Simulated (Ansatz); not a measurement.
Molecular dynamics on a 2×2×2 supercell (16 atoms) of SiC (zincblende), relaxed with r2SCAN. Forces come from PBE in the PAW code Ansatz: Langevin thermostat and barostat (NPT), 100 K, steps of 1 fs. Spin polarisation is off, nuclei are classical, and the run is far too short for thermal averages.

```yaml
crystal:
  lattice:
    - [0.0, 4.3561046953, 4.3561046953]
    - [4.3561046953, 0.0, 4.3561046953]
    - [4.3561046953, 4.3561046953, 0.0]
  atoms:
    - { symbol: Si, position: [0.0, 0.0, 0.0] }
    - { symbol: C, position: [0.125, 0.125, 0.125] }
    - { symbol: Si, position: [0.0, 0.0, 0.5] }
    - { symbol: C, position: [0.125, 0.125, 0.625] }
    - { symbol: Si, position: [0.0, 0.5, 0.0] }
    - { symbol: C, position: [0.125, 0.625, 0.125] }
    - { symbol: Si, position: [0.0, 0.5, 0.5] }
    - { symbol: C, position: [0.125, 0.625, 0.625] }
    - { symbol: Si, position: [0.5, 0.0, 0.0] }
    - { symbol: C, position: [0.625, 0.125, 0.125] }
    - { symbol: Si, position: [0.5, 0.0, 0.5] }
    - { symbol: C, position: [0.625, 0.125, 0.625] }
    - { symbol: Si, position: [0.5, 0.5, 0.0] }
    - { symbol: C, position: [0.625, 0.625, 0.125] }
    - { symbol: Si, position: [0.5, 0.5, 0.5] }
    - { symbol: C, position: [0.625, 0.625, 0.625] }
kpoints:
  mp_grid: { grid: [4, 4, 4] }
hamiltonian:
  xc: pbe
scf:
  occupations: { method: fermi_dirac, width: 0.02 }
md:
  ensemble: npt_langevin
  temperature: 100
  timestep: 1.0
  n_steps: 30
  initial_velocities: maxwell_boltzmann
  seed: 9739
```

Run as `ansatz run input.yaml --threads 4 --pin off --max-ram 3686MiB --backend cpu --events-out ev --progress --plain --runs-dir out`. It took 2.5 min on 4 threads of Arm Neoverse V1, with other jobs on the host; peak host memory 0.79 GiB.

```csv
step,t (fs),T (K),free energy F from step 0 (meV/atom),kinetic energy (meV/atom),pressure (GPa),volume (Å³/atom),largest force (eV/Å)
0,0,94,0.0,12.1,3.69,10.33,0.00
1,1,90,0.1,11.6,3.67,10.33,0.16
2,2,85,0.5,11.0,3.58,10.34,0.32
3,3,75,1.1,9.7,3.41,10.35,0.47
4,4,65,1.8,8.4,3.18,10.36,0.62
5,5,58,2.6,7.5,2.90,10.37,0.75
6,6,51,3.5,6.6,2.57,10.39,0.87
7,7,45,4.3,5.8,2.18,10.40,0.96
8,8,39,5.2,5.1,1.77,10.42,1.03
9,9,39,5.9,5.0,1.35,10.44,1.08
10,10,29,6.6,3.7,0.92,10.47,1.12
11,11,24,6.9,3.1,0.46,10.49,1.16
12,12,21,7.0,2.7,-0.02,10.51,1.18
13,13,23,6.9,3.0,-0.50,10.53,1.16
14,14,26,6.8,3.4,-0.97,10.56,1.12
15,15,31,6.6,4.0,-1.40,10.58,1.07
16,16,37,6.4,4.8,-1.75,10.60,1.00
17,17,37,6.1,4.8,-2.02,10.61,0.92
18,18,43,5.9,5.5,-2.23,10.62,0.86
19,19,51,5.7,6.6,-2.37,10.63,0.85
20,20,52,5.5,6.8,-2.45,10.63,0.84
21,21,49,5.5,6.4,-2.45,10.63,0.85
22,22,51,5.4,6.6,-2.38,10.63,0.85
23,23,52,5.4,6.7,-2.27,10.62,0.84
24,24,52,5.4,6.8,-2.11,10.62,0.86
25,25,53,5.4,6.8,-1.87,10.60,0.92
26,26,59,5.4,7.6,-1.60,10.59,0.98
27,27,54,5.4,6.9,-1.32,10.58,1.03
28,28,55,5.4,7.1,-0.95,10.56,1.07
29,29,57,5.4,7.4,-0.54,10.54,1.08
30,30,52,5.4,6.7,-0.14,10.52,1.12
```

The temperature starts at 94 K, is lowest at step 12 (21 K, 12 fs) and ends at 52 K. The thermostat hasn't had time to restore it. The atoms start on their lattice sites with kinetic energy alone, so much of it first passes into potential energy.

Positions (Å) and forces (eV/Å) at step 30:
```
cell (Å): 0.000 4.382 4.382; 4.382 0.000 4.382; 4.382 4.382 0.000
Si  -0.009   0.012  -0.007     0.095  -0.172  -0.190
C    1.080   1.117   1.097    -0.092  -0.484   0.177
Si   2.151   2.205   0.013     0.419  -0.205  -0.294
C    3.281   3.273   1.075     0.291   0.228   0.255
Si   2.202  -0.003   2.163    -0.441   0.040   0.406
C    3.261   1.094   3.284     0.309   0.023  -0.090
Si   4.394   2.191   2.187    -0.611  -0.330  -0.017
C    5.456   3.273   3.288     0.252   0.613  -0.392
Si  -0.009   2.204   2.214    -0.026  -0.076  -0.458
C    1.106   3.297   3.254    -0.225  -0.236   1.026
Si   2.202   4.372   2.184    -0.089  -0.001  -0.144
C    3.245   5.497   3.275     0.432  -0.125   0.323
Si   2.170   2.165   4.415     0.208   0.463  -1.002
C    3.291   3.280   5.452    -0.276   0.015   0.416
Si   4.358   4.385   4.363     0.090   0.056  -0.060
C    5.476   5.450   5.477    -0.334   0.189   0.043
```
